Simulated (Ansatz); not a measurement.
Input file of a DFT run on ZrC with Ansatz:

```yaml
crystal:
  lattice:
    - [5.8421900928, 0.0, 0.0]
    - [0.0, 5.8421900928, 0.0]
    - [0.0, 0.0, 5.8421900928]
  atoms:
    - { symbol: Zr, position: [-0.0266340425, 0.0073198476, -0.0376247532] }
    - { symbol: C, position: [0.2089436976, 0.2483560339, 0.2448881373] }
    - { symbol: Zr, position: [-0.0189341701, -0.0043616204, 0.52083736] }
    - { symbol: C, position: [0.2198499946, 0.2821520859, 0.7574719138] }
    - { symbol: Zr, position: [0.0233305567, 0.5107077013, 0.015319378] }
    - { symbol: C, position: [0.2347456092, 0.7500406351, 0.2273658347] }
    - { symbol: Zr, position: [-0.0005698013, 0.4795538821, 0.5355870271] }
    - { symbol: C, position: [0.2406364928, 0.7674298982, 0.7346826018] }
    - { symbol: Zr, position: [0.4648905558, -0.0353117674, 0.0155894103] }
    - { symbol: C, position: [0.7437696354, 0.2473078417, 0.216524819] }
    - { symbol: Zr, position: [0.5061419136, 0.0371161588, 0.5111891498] }
    - { symbol: C, position: [0.7726017101, 0.2076190233, 0.7574162761] }
    - { symbol: Zr, position: [0.5129293437, 0.5045645894, 0.0263401337] }
    - { symbol: C, position: [0.7292453088, 0.7424313783, 0.2169134687] }
    - { symbol: Zr, position: [0.4890818865, 0.5257366039, 0.5050669926] }
    - { symbol: C, position: [0.7547501094, 0.7687779526, 0.7357686707] }
basis:
  ecutwfc: 420
  ecutrho_ratio: 4
kpoints:
  mp_grid: { grid: [4, 4, 4] }
hamiltonian:
  xc: pbe
scf:
  occupations: { method: gaussian, width: 0.05 }
output:
  forces: true
  stress: true
  eigenvalues: true
relax:
  f_tol: 0.02
  max_steps: 80
  cell: { stress_tol: 0.2 }
```

Launched as:
```sh
ansatz run input.yaml --threads 2 --pin off --max-ram 2662MiB --backend cpu --events-out ev --progress --plain --runs-dir out
```

This is a trial structure made by placing the elements on a prototype's sites, so it needn't be the stable form.

The output:

```
Pseudopotentials: kind: paw
Pseudopotential: Zr, paw, valence charge 12, recommended cutoff 420 eV (normal), Zr.paw.azcp
Pseudopotential: C, paw, valence charge 4, recommended cutoff 420 eV (normal), C.paw.azcp
Crystal: 16 atoms, lattice volume = 199.401 Å³
Basis set: ecut = 420 eV, 3887 PW (Γ), exchange–correlation on 80×80×80 points (8 copies of the dense FFT grid, shifted against one another)
Bands: 80, of which v1, the nominal top of the filled ones, is band 64 counted from 1 (63 counted from 0)
Symmetry: 1 space group operations
Space group: P1 (ITA 1), of the structure as read, at distance tolerance 5.8e-5 Å
k-points: 36 of 64 (time reversal used)
Initial density: superposition of atomic densities (neutral atoms: chi_scale 0, normalization atom), corrected by the library's trained network
Initial wavefunctions: pseudopotential atomic-orbital guess
Functional: x = pbe(κ = 0.804, μ = 0.21951), c = pbe(β = 0.06672)
```

SCF trace (energy estimate counted from the last row; the run made several SCF loops, for ionic steps, more bands or searches for a lower state, numbered loop.iteration):
| iteration | ΔE (eV) | density residual (eV) |
| --- | --- | --- |
| 1.1 | 21.233 | 1.36e-1 |
| 1.2 | 21.245 | 3.95e-2 |
| 1.3 | 21.249 | 1.04e-3 |
| 1.4 | 21.250 | 6.37e-5 |
| 1.5 | 21.250 | 3.18e-6 |
| 1.6 | 21.250 | 1.25e-7 |
| 1.7 | 21.250 | 5.64e-9 |
| 2.1 | 17.884 | 2.70e0 |
| 2.2 | 18.237 | 3.60e-1 |
| 2.3 | 18.320 | 1.17e-1 |
| 2.4 | 18.349 | 3.00e-3 |
| 2.5 | 18.350 | 7.78e-4 |
| 2.6 | 18.350 | 7.57e-5 |
| … | … | … |
| 15.1 | -2.1e-04 | 2.08e-7 |
| 15.2 | 0.000 | 9.06e-8 |
| 15.3 | 0.000 | 2.88e-9 |
| 15.4 | 0.000 | 4.82e-10 |

```
SCF converged after 4 iterations
Free energy (F): -35491.991494 eV
E sigma→0 (E₀):  -35491.990372 eV
Entropy (-TS):   -0.002245 eV (-0.140 meV/atom)
Fermi energy:    14.752763 eV
--- Forces (eV/Å), atoms counted from 1 ---
  atom   1  Zr     0.00036409     0.00090004    -0.00006935
  atom   2  C      0.00061007     0.00025754     0.00043557
  atom   3  Zr    -0.00000142    -0.00071853     0.00048780
  atom   4  C     -0.00052079    -0.00050650     0.00004403
  atom   5  Zr    -0.00023980     0.00039068    -0.00084508
  atom   6  C      0.00008819     0.00032753    -0.00031147
  atom   7  Zr    -0.00060648     0.00017369     0.00007287
  atom   8  C     -0.00012260    -0.00048800     0.00074067
  atom   9  Zr    -0.00005692    -0.00027528    -0.00044633
  atom  10  C     -0.00042857     0.00000220     0.00058427
  atom  11  Zr     0.00010752     0.00014303    -0.00100773
  atom  12  C      0.00076997     0.00017901     0.00042647
  atom  13  Zr    -0.00048056    -0.00077998    -0.00028724
  atom  14  C      0.00003734    -0.00019046     0.00043321
  atom  15  Zr     0.00047062     0.00060778    -0.00062640
  atom  16  C      0.00001039    -0.00002262     0.00036894
--- Stress (GPa, compression-positive) ---
        0.002882      -0.001231       0.050511
       -0.001231       0.068214       0.001352
        0.050511       0.001352      -0.007912
  P = ⅓ Tr σ = 0.0211 GPa (0.211 kbar)
--- Relaxed structure (13 steps of the walk, 13 accepted, 2 SCFs on fresh bases) ---
  F+E_penalty+E_count = -35491.99149402 eV   max|allowed force component| = 1.008e-3 eV/Å   (the final SCF, on the basis selected at the relaxed cell)
  cell:  # Å, volume = 208.6495 Å³
    - [5.68137, 0.00002, 0.96900]
    - [0.00002, 6.65760, -0.00002]
    - [0.96900, -0.00002, 5.68156]
  atoms:
    - { symbol: Zr, position: [-0.00908, 0.12746, -0.00104] }
    - { symbol: C, position: [0.24091, 0.12746, 0.24895] }
    - { symbol: Zr, position: [-0.00908, -0.12253, 0.49895] }
    - { symbol: C, position: [0.24093, 0.37747, 0.74896] }
    - { symbol: Zr, position: [-0.00907, 0.62746, -0.00103] }
    - { symbol: C, position: [0.24092, 0.62746, 0.24897] }
    - { symbol: Zr, position: [-0.00907, 0.37746, 0.49896] }
    - { symbol: C, position: [0.24093, 0.87747, 0.74895] }
    - { symbol: Zr, position: [0.49092, -0.12253, -0.00104] }
    - { symbol: C, position: [0.74093, 0.37747, 0.24895] }
    - { symbol: Zr, position: [0.49092, 0.12746, 0.49897] }
    - { symbol: C, position: [0.74091, 0.12746, 0.74895] }
    - { symbol: Zr, position: [0.49093, 0.37747, -0.00104] }
    - { symbol: C, position: [0.74092, 0.87747, 0.24895] }
    - { symbol: Zr, position: [0.49092, 0.62746, 0.49897] }
    - { symbol: C, position: [0.74092, 0.62746, 0.74896] }
```

In short (PBE): final volume 13.04 Å³/atom, energy lowered by 1328.1 meV/atom, pressure 0.0 GPa, gap on the mesh zero (metallic).

It ran for 10 min on 2 threads of Arm Neoverse V1, on a shared host, peak memory 0.75 GiB.

The k-mesh is coarse, so small energy differences aren't converged.
